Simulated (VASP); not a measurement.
# Hf (Im-3m) in VASP: further runs, part 5 of 8

VASP 6.6.1. Earlier steps stand in the parts before.

## Step 70: Equation of state, r2SCAN, 22.82 Å³/atom

INCAR

```
PREC     = Accurate       # precision mode
ENCUT    = 400            # plane-wave cutoff, eV
EDIFF    = 1E-5           # SCF threshold, eV
ISMEAR   = 1              # smearing method
SIGMA    = 0.15           # smearing width, eV
LREAL    = False          # projectors in reciprocal space
LASPH    = True           # aspherical terms in the spheres
NELM     = 100            # most SCF steps
ALGO     = Normal         # electronic algorithm
ISIF     = 2              # what is computed and relaxed
LWAVE    = False          # write WAVECAR
LCHARG   = False          # write CHGCAR
METAGGA  = R2SCAN         # meta-GGA
LMIXTAU  = True         
ADDGRID  = False
```

KPOINTS

```
regular mesh
0
Gamma
  13 13 13
```

POSCAR

```
Hf
1.0
   -1.7867664301      1.7867664301      1.7867664301
    1.7867664301     -1.7867664301      1.7867664301
    1.7867664301      1.7867664301     -1.7867664301
Hf
1
Direct
    0.0000000000      0.0000000000      0.0000000000
```

The run is started by

```console
cat potpaw_PBE.64/Hf/POTCAR > POTCAR
mpirun -np 1 vasp_std > vasp.out
```

Run time: 30 s. Hardware: 1 thread of Intel Xeon Platinum 8488C (Sapphire Rapids), shared host; peak memory 0.12 GiB.

The run converged, but some of its settings lie outside the range that counts as converged, so its numbers aren't taken as properties of the crystal.

What came out:

```yaml
Free_energy: -44.8954 eV
Pressure: -5.1 GPa
Band_gap_on_the_k_mesh: none (metal or under the smearing width)
```

Caveat: the PAW data sets were made with another functional, which shifts forces and pressure a little.

## Step 71: Equation of state, r2SCAN, 24.23 Å³/atom

INCAR is that of step 70.

KPOINTS is that of step 70.

POSCAR

```
Hf
1.0
   -1.8228724495      1.8228724495      1.8228724495
    1.8228724495     -1.8228724495      1.8228724495
    1.8228724495      1.8228724495     -1.8228724495
Hf
1
Direct
    0.0000000000      0.0000000000      0.0000000000
```

The run is started by

```console
cat potpaw_PBE.64/Hf/POTCAR > POTCAR
mpirun -np 1 vasp_std > vasp.out
```

It took 29 s on 1 thread of Intel Xeon Platinum 8488C (Sapphire Rapids), shared host; peak memory 0.14 GiB.

These settings aren't checked as converged: the numbers below hold their error.

Results:

| Quantity | Value |
| --- | --- |
| Free energy | -44.8270 eV |
| Pressure | -10.2 GPa |
| Band gap on the k mesh | none (metal or under the smearing width) |

Caveat: the PAW data sets were made with another functional, which shifts forces and pressure a little.

## Step 72: Equation of state, r2SCAN, 22.82 Å³/atom

Changes to INCAR since step 71:

```diff
@@ -2,3 +2,3 @@
 ENCUT    = 400            # plane-wave cutoff, eV
-EDIFF    = 1E-5           # SCF threshold, eV
+EDIFF    = 1E-6           # SCF threshold, eV
 ISMEAR   = 1              # smearing method
```

KPOINTS is that of step 71.

POSCAR

```
Hf
1.0
   -1.7867664301      1.7867664301      1.7867664301
    1.7867664301     -1.7867664301      1.7867664301
    1.7867664301      1.7867664301     -1.7867664301
Hf
1
Direct
    0.0000000000      0.0000000000      0.0000000000
```

Potentials or basis: VASP PAW PBE potentials, release 64 (Hf).

The run is started by

```console
cat potpaw_PBE.64/Hf/POTCAR > POTCAR
mpirun -np 1 vasp_std > vasp.out
```

Run time: 35 s. Hardware: 1 thread of Intel Xeon Platinum 8488C (Sapphire Rapids), shared host; peak memory 0.13 GiB.

The run converged, but some of its settings lie outside the range that counts as converged, so its numbers aren't taken as properties of the crystal.

Results:

- Free energy: -44.8954 eV
- Pressure: -5.1 GPa
- Band gap on the k mesh: none (metal or under the smearing width)

Caveat: the PAW data sets were made with another functional, which shifts forces and pressure a little.

## Step 73: Equation of state, r2SCAN, 24.23 Å³/atom

INCAR is that of step 72.

KPOINTS is that of step 72.

POSCAR

```
Hf
1.0
   -1.8228724495      1.8228724495      1.8228724495
    1.8228724495     -1.8228724495      1.8228724495
    1.8228724495      1.8228724495     -1.8228724495
Hf
1
Direct
    0.0000000000      0.0000000000      0.0000000000
```

The run is started by

```console
cat potpaw_PBE.64/Hf/POTCAR > POTCAR
mpirun -np 1 vasp_std > vasp.out
```

Wall time 34 s (1 thread of Intel Xeon Platinum 8488C (Sapphire Rapids), shared host); peak memory 0.15 GiB.

These settings aren't checked as converged: the numbers below hold their error.

Results:

* Free energy: -44.8270 eV
* Pressure: -10.2 GPa
* Band gap on the k mesh: none (metal or under the smearing width)

Caveat: the PAW data sets were made with another functional, which shifts forces and pressure a little.

## Step 74: Equation of state, r2SCAN, 22.82 Å³/atom

Changes to INCAR since step 73:

```diff
@@ -2,3 +2,3 @@
 ENCUT    = 400            # plane-wave cutoff, eV
-EDIFF    = 1E-6           # SCF threshold, eV
+EDIFF    = 1E-7           # SCF threshold, eV
 ISMEAR   = 1              # smearing method
@@ -14,2 +14,2 @@
 LMIXTAU  = True         
-ADDGRID  = False
+ADDGRID  = True
```

KPOINTS is that of step 73.

POSCAR

```
Hf
1.0
   -1.7867664301      1.7867664301      1.7867664301
    1.7867664301     -1.7867664301      1.7867664301
    1.7867664301      1.7867664301     -1.7867664301
Hf
1
Direct
    0.0000000000      0.0000000000      0.0000000000
```

The run is started by

```console
cat potpaw_PBE.64/Hf/POTCAR > POTCAR
mpirun -np 1 vasp_std > vasp.out
```

Wall time 47 s (1 thread of Intel Xeon Platinum 8488C (Sapphire Rapids), shared host); peak memory 0.18 GiB.

These settings aren't checked as converged: the numbers below hold their error.

Results:

- Free energy: -44.8954 eV
- Pressure: -5.1 GPa
- Band gap on the k mesh: none (metal or under the smearing width)

Caveat: the PAW data sets were made with another functional, which shifts forces and pressure a little.

## Step 75: Equation of state, r2SCAN, 24.23 Å³/atom

INCAR is that of step 74.

KPOINTS is that of step 74.

POSCAR

```
Hf
1.0
   -1.8228724495      1.8228724495      1.8228724495
    1.8228724495     -1.8228724495      1.8228724495
    1.8228724495      1.8228724495     -1.8228724495
Hf
1
Direct
    0.0000000000      0.0000000000      0.0000000000
```

Potentials or basis: VASP PAW PBE potentials, release 64 (Hf).

The run is started by

```console
cat potpaw_PBE.64/Hf/POTCAR > POTCAR
mpirun -np 1 vasp_std > vasp.out
```

It took 50 s on 1 thread of Intel Xeon Platinum 8488C (Sapphire Rapids), shared host; peak memory 0.23 GiB.

These settings aren't checked as converged: the numbers below hold their error.

What came out:

```yaml
Free_energy: -44.8270 eV
Pressure: -10.2 GPa
Band_gap_on_the_k_mesh: none (metal or under the smearing width)
```

Caveat: the PAW data sets were made with another functional, which shifts forces and pressure a little.

## Step 76: Equation of state, r2SCAN, 22.82 Å³/atom

Changes to INCAR since step 75:

```diff
@@ -6,3 +6,3 @@
 LREAL    = False          # projectors in reciprocal space
-LASPH    = True           # aspherical terms in the spheres
+LASPH    = False          # aspherical terms in the spheres
 NELM     = 100            # most SCF steps
@@ -14,2 +14,2 @@
 LMIXTAU  = True         
-ADDGRID  = True
+ADDGRID  = False
```

KPOINTS is that of step 75.

POSCAR

```
Hf
1.0
   -1.7867664301      1.7867664301      1.7867664301
    1.7867664301     -1.7867664301      1.7867664301
    1.7867664301      1.7867664301     -1.7867664301
Hf
1
Direct
    0.0000000000      0.0000000000      0.0000000000
```

The run is started by

```console
cat potpaw_PBE.64/Hf/POTCAR > POTCAR
mpirun -np 1 vasp_std > vasp.out
```

Wall time 30 s (1 thread of Intel Xeon Platinum 8488C (Sapphire Rapids), shared host); peak memory 0.12 GiB.

These settings aren't checked as converged: the numbers below hold their error.

Results:

```
Free energy            : -44.8954 eV
Pressure               : -5.1 GPa
Band gap on the k mesh : none (metal or under the smearing width)
```

Caveat: the PAW data sets were made with another functional, which shifts forces and pressure a little.

## Step 77: Equation of state, r2SCAN, 24.23 Å³/atom

INCAR is that of step 76.

KPOINTS is that of step 76.

POSCAR

```
Hf
1.0
   -1.8228724495      1.8228724495      1.8228724495
    1.8228724495     -1.8228724495      1.8228724495
    1.8228724495      1.8228724495     -1.8228724495
Hf
1
Direct
    0.0000000000      0.0000000000      0.0000000000
```

The run is started by

```console
cat potpaw_PBE.64/Hf/POTCAR > POTCAR
mpirun -np 1 vasp_std > vasp.out
```

Run time: 34 s. Hardware: 1 thread of Intel Xeon Platinum 8488C (Sapphire Rapids), shared host; peak memory 0.14 GiB.

The run converged, but some of its settings lie outside the range that counts as converged, so its numbers aren't taken as properties of the crystal.

What came out:

```yaml
Free_energy: -44.8270 eV
Pressure: -10.2 GPa
Band_gap_on_the_k_mesh: none (metal or under the smearing width)
```

Caveat: the PAW data sets were made with another functional, which shifts forces and pressure a little.

## Step 78: Equation of state, r2SCAN, 22.82 Å³/atom

INCAR

```
PREC     = Normal         # precision mode
ENCUT    = 400            # plane-wave cutoff, eV
EDIFF    = 1E-4           # SCF threshold, eV
ISMEAR   = 1              # smearing method
SIGMA    = 0.15           # smearing width, eV
LREAL    = Auto         
LASPH    = True           # aspherical terms in the spheres
NELM     = 100            # most SCF steps
ALGO     = Normal         # electronic algorithm
ISIF     = 2              # what is computed and relaxed
LWAVE    = False          # write WAVECAR
LCHARG   = False          # write CHGCAR
METAGGA  = R2SCAN         # meta-GGA
LMIXTAU  = True         
ADDGRID  = False
```

KPOINTS is that of step 77.

POSCAR

```
Hf
1.0
   -1.7867664301      1.7867664301      1.7867664301
    1.7867664301     -1.7867664301      1.7867664301
    1.7867664301      1.7867664301     -1.7867664301
Hf
1
Direct
    0.0000000000      0.0000000000      0.0000000000
```

Potentials or basis: VASP PAW PBE potentials, release 64 (Hf).

The run is started by

```console
cat potpaw_PBE.64/Hf/POTCAR > POTCAR
mpirun -np 1 vasp_std > vasp.out
```

Run time: 16 s. Hardware: 1 thread of Intel Xeon Platinum 8488C (Sapphire Rapids), shared host; peak memory 0.11 GiB.

These settings aren't checked as converged: the numbers below hold their error.

What came out:

```
Free energy            : -44.8975 eV
Pressure               : -6.0 GPa
Band gap on the k mesh : none (metal or under the smearing width)
```

Caveat: the PAW data sets were made with another functional, which shifts forces and pressure a little.

## Step 79: Equation of state, r2SCAN, 24.23 Å³/atom

INCAR is that of step 78.

KPOINTS is that of step 78.

POSCAR

```
Hf
1.0
   -1.8228724495      1.8228724495      1.8228724495
    1.8228724495     -1.8228724495      1.8228724495
    1.8228724495      1.8228724495     -1.8228724495
Hf
1
Direct
    0.0000000000      0.0000000000      0.0000000000
```

The run is started by

```console
cat potpaw_PBE.64/Hf/POTCAR > POTCAR
mpirun -np 1 vasp_std > vasp.out
```

Wall time 18 s (1 thread of Intel Xeon Platinum 8488C (Sapphire Rapids), shared host); peak memory 0.12 GiB.

These settings aren't checked as converged: the numbers below hold their error.

What came out:

```yaml
Free_energy: -44.8292 eV
Pressure: -10.8 GPa
Band_gap_on_the_k_mesh: none (metal or under the smearing width)
```

Caveat: the PAW data sets were made with another functional, which shifts forces and pressure a little.

## Step 80: Equation of state, r2SCAN, 22.82 Å³/atom

INCAR

```
PREC     = Accurate       # precision mode
ENCUT    = 600            # plane-wave cutoff, eV
EDIFF    = 1E-7           # SCF threshold, eV
ISMEAR   = 1              # smearing method
SIGMA    = 0.15           # smearing width, eV
LREAL    = False          # projectors in reciprocal space
LASPH    = True           # aspherical terms in the spheres
NELM     = 100            # most SCF steps
ALGO     = Normal         # electronic algorithm
ISIF     = 2              # what is computed and relaxed
LWAVE    = False          # write WAVECAR
LCHARG   = False          # write CHGCAR
METAGGA  = R2SCAN         # meta-GGA
LMIXTAU  = True         
ADDGRID  = False
```

KPOINTS

```
regular mesh
0
Gamma
  11 11 11
```

POSCAR

```
Hf
1.0
   -1.7867664301      1.7867664301      1.7867664301
    1.7867664301     -1.7867664301      1.7867664301
    1.7867664301      1.7867664301     -1.7867664301
Hf
1
Direct
    0.0000000000      0.0000000000      0.0000000000
```

The run is started by

```console
cat potpaw_PBE.64/Hf/POTCAR > POTCAR
mpirun -np 1 vasp_std > vasp.out
```

Wall time 74 s (1 thread of Intel Xeon Platinum 8488C (Sapphire Rapids), shared host); peak memory 0.17 GiB.

These settings aren't checked as converged: the numbers below hold their error.

What came out:

- Free energy: -44.8920 eV
- Pressure: -5.1 GPa
- Band gap on the k mesh: none (metal or under the smearing width)

Caveat: the PAW data sets were made with another functional, which shifts forces and pressure a little.

## Step 81: Equation of state, r2SCAN, 24.23 Å³/atom

INCAR is that of step 80.

KPOINTS is that of step 80.

POSCAR

```
Hf
1.0
   -1.8228724495      1.8228724495      1.8228724495
    1.8228724495     -1.8228724495      1.8228724495
    1.8228724495      1.8228724495     -1.8228724495
Hf
1
Direct
    0.0000000000      0.0000000000      0.0000000000
```

Potentials or basis: VASP PAW PBE potentials, release 64 (Hf).

The run is started by

```console
cat potpaw_PBE.64/Hf/POTCAR > POTCAR
mpirun -np 1 vasp_std > vasp.out
```

Run time: 58 s. Hardware: 1 thread of Intel Xeon Platinum 8488C (Sapphire Rapids), shared host; peak memory 0.17 GiB.

These settings aren't checked as converged: the numbers below hold their error.

What came out:

```yaml
Free_energy: -44.8241 eV
Pressure: -10.1 GPa
Band_gap_on_the_k_mesh: none (metal or under the smearing width)
```

Caveat: the PAW data sets were made with another functional, which shifts forces and pressure a little.

## Step 82: Equation of state, r2SCAN, 22.82 Å³/atom

Changes to INCAR since step 81:

```diff
@@ -1,3 +1,3 @@
 PREC     = Accurate       # precision mode
-ENCUT    = 600            # plane-wave cutoff, eV
+ENCUT    = 300            # plane-wave cutoff, eV
 EDIFF    = 1E-7           # SCF threshold, eV
```

KPOINTS

```
regular mesh
0
Gamma
  16 16 16
```

POSCAR

```
Hf
1.0
   -1.7867664301      1.7867664301      1.7867664301
    1.7867664301     -1.7867664301      1.7867664301
    1.7867664301      1.7867664301     -1.7867664301
Hf
1
Direct
    0.0000000000      0.0000000000      0.0000000000
```

The run is started by

```console
cat potpaw_PBE.64/Hf/POTCAR > POTCAR
mpirun -np 1 vasp_std > vasp.out
```

It took 54 s on 1 thread of Intel Xeon Platinum 8488C (Sapphire Rapids), shared host; peak memory 0.12 GiB.

The run converged, but some of its settings lie outside the range that counts as converged, so its numbers aren't taken as properties of the crystal.

What came out:

```
Free energy            : -44.8982 eV
Pressure               : -5.3 GPa
Band gap on the k mesh : none (metal or under the smearing width)
```

Caveat: the PAW data sets were made with another functional, which shifts forces and pressure a little.

## Step 83: Equation of state, r2SCAN, 24.23 Å³/atom

INCAR is that of step 82.

KPOINTS is that of step 82.

POSCAR

```
Hf
1.0
   -1.8228724495      1.8228724495      1.8228724495
    1.8228724495     -1.8228724495      1.8228724495
    1.8228724495      1.8228724495     -1.8228724495
Hf
1
Direct
    0.0000000000      0.0000000000      0.0000000000
```

The run is started by

```console
cat potpaw_PBE.64/Hf/POTCAR > POTCAR
mpirun -np 1 vasp_std > vasp.out
```

Run time: 46 s. Hardware: 1 thread of Intel Xeon Platinum 8488C (Sapphire Rapids), shared host; peak memory 0.13 GiB.

The run converged, but some of its settings lie outside the range that counts as converged, so its numbers aren't taken as properties of the crystal.

What came out:

| Item | Value |
| --- | --- |
| Free energy | -44.8299 eV |
| Pressure | -10.3 GPa |
| Band gap on the k mesh | none (metal or under the smearing width) |

Caveat: the PAW data sets were made with another functional, which shifts forces and pressure a little.

## Step 84: Equation of state, r2SCAN, 22.82 Å³/atom

Changes to INCAR since step 83:

```diff
@@ -1,3 +1,3 @@
 PREC     = Accurate       # precision mode
-ENCUT    = 300            # plane-wave cutoff, eV
+ENCUT    = 500            # plane-wave cutoff, eV
 EDIFF    = 1E-7           # SCF threshold, eV
```

KPOINTS

```
regular mesh
0
Gamma
  13 13 13
```

POSCAR

```
Hf
1.0
   -1.7867664301      1.7867664301      1.7867664301
    1.7867664301     -1.7867664301      1.7867664301
    1.7867664301      1.7867664301     -1.7867664301
Hf
1
Direct
    0.0000000000      0.0000000000      0.0000000000
```

Potentials or basis: VASP PAW PBE potentials, release 64 (Hf).

The run is started by

```console
cat potpaw_PBE.64/Hf/POTCAR > POTCAR
mpirun -np 1 vasp_std > vasp.out
```

Wall time 47 s (1 thread of Intel Xeon Platinum 8488C (Sapphire Rapids), shared host); peak memory 0.14 GiB.

These settings aren't checked as converged: the numbers below hold their error.

Results:

| Property | Result |
| --- | --- |
| Free energy | -44.8954 eV |
| Pressure | -5.1 GPa |
| Band gap on the k mesh | none (metal or under the smearing width) |

Caveat: the PAW data sets were made with another functional, which shifts forces and pressure a little.

## Step 85: Equation of state, r2SCAN, 24.23 Å³/atom

INCAR is that of step 84.

KPOINTS is that of step 84.

POSCAR

```
Hf
1.0
   -1.8228724495      1.8228724495      1.8228724495
    1.8228724495     -1.8228724495      1.8228724495
    1.8228724495      1.8228724495     -1.8228724495
Hf
1
Direct
    0.0000000000      0.0000000000      0.0000000000
```

The run is started by

```console
cat potpaw_PBE.64/Hf/POTCAR > POTCAR
mpirun -np 1 vasp_std > vasp.out
```

Run time: 44 s. Hardware: 1 thread of Intel Xeon Platinum 8488C (Sapphire Rapids), shared host; peak memory 0.15 GiB.

These settings aren't checked as converged: the numbers below hold their error.

Results:

* Free energy: -44.8270 eV
* Pressure: -10.2 GPa
* Band gap on the k mesh: none (metal or under the smearing width)

Caveat: the PAW data sets were made with another functional, which shifts forces and pressure a little.

## Step 86: Equation of state, r2SCAN, 22.82 Å³/atom

Changes to INCAR since step 85:

```diff
@@ -1,3 +1,3 @@
 PREC     = Accurate       # precision mode
-ENCUT    = 500            # plane-wave cutoff, eV
+ENCUT    = 350            # plane-wave cutoff, eV
 EDIFF    = 1E-7           # SCF threshold, eV
```

KPOINTS

```
regular mesh
0
Gamma
  16 16 16
```

POSCAR

```
Hf
1.0
   -1.7867664301      1.7867664301      1.7867664301
    1.7867664301     -1.7867664301      1.7867664301
    1.7867664301      1.7867664301     -1.7867664301
Hf
1
Direct
    0.0000000000      0.0000000000      0.0000000000
```

The run is started by

```console
cat potpaw_PBE.64/Hf/POTCAR > POTCAR
mpirun -np 1 vasp_std > vasp.out
```

It took 68 s on 1 thread of Intel Xeon Platinum 8488C (Sapphire Rapids), shared host; peak memory 0.13 GiB.

The run converged, but some of its settings lie outside the range that counts as converged, so its numbers aren't taken as properties of the crystal.

What came out:

* Free energy: -44.8974 eV
* Pressure: -5.3 GPa
* Band gap on the k mesh: none (metal or under the smearing width)

Caveat: the PAW data sets were made with another functional, which shifts forces and pressure a little.

## Step 87: Equation of state, r2SCAN, 24.23 Å³/atom

INCAR is that of step 86.

KPOINTS is that of step 86.

POSCAR

```
Hf
1.0
   -1.8228724495      1.8228724495      1.8228724495
    1.8228724495     -1.8228724495      1.8228724495
    1.8228724495      1.8228724495     -1.8228724495
Hf
1
Direct
    0.0000000000      0.0000000000      0.0000000000
```

Potentials or basis: VASP PAW PBE potentials, release 64 (Hf).

The run is started by

```console
cat potpaw_PBE.64/Hf/POTCAR > POTCAR
mpirun -np 1 vasp_std > vasp.out
```

It took 48 s on 1 thread of Intel Xeon Platinum 8488C (Sapphire Rapids), shared host; peak memory 0.13 GiB.

The run converged, but some of its settings lie outside the range that counts as converged, so its numbers aren't taken as properties of the crystal.

Results:

```
Free energy            : -44.8287 eV
Pressure               : -10.3 GPa
Band gap on the k mesh : none (metal or under the smearing width)
```

Caveat: the PAW data sets were made with another functional, which shifts forces and pressure a little.

## Step 88: Equation of state, r2SCAN, 22.82 Å³/atom

Changes to INCAR since step 87:

```diff
@@ -1,3 +1,3 @@
 PREC     = Accurate       # precision mode
-ENCUT    = 350            # plane-wave cutoff, eV
+ENCUT    = 400            # plane-wave cutoff, eV
 EDIFF    = 1E-7           # SCF threshold, eV
```

KPOINTS is that of step 87.

POSCAR

```
Hf
1.0
   -1.7867664301      1.7867664301      1.7867664301
    1.7867664301     -1.7867664301      1.7867664301
    1.7867664301      1.7867664301     -1.7867664301
Hf
1
Direct
    0.0000000000      0.0000000000      0.0000000000
```

The run is started by

```console
cat potpaw_PBE.64/Hf/POTCAR > POTCAR
mpirun -np 1 vasp_std > vasp.out
```

Run time: 55 s. Hardware: 1 thread of Intel Xeon Platinum 8488C (Sapphire Rapids), shared host; peak memory 0.14 GiB.

The run converged, but some of its settings lie outside the range that counts as converged, so its numbers aren't taken as properties of the crystal.

What came out:

* Free energy: -44.8970 eV
* Pressure: -5.2 GPa
* Band gap on the k mesh: none (metal or under the smearing width)

Caveat: the PAW data sets were made with another functional, which shifts forces and pressure a little.

(Continued in part 6 of 8.)
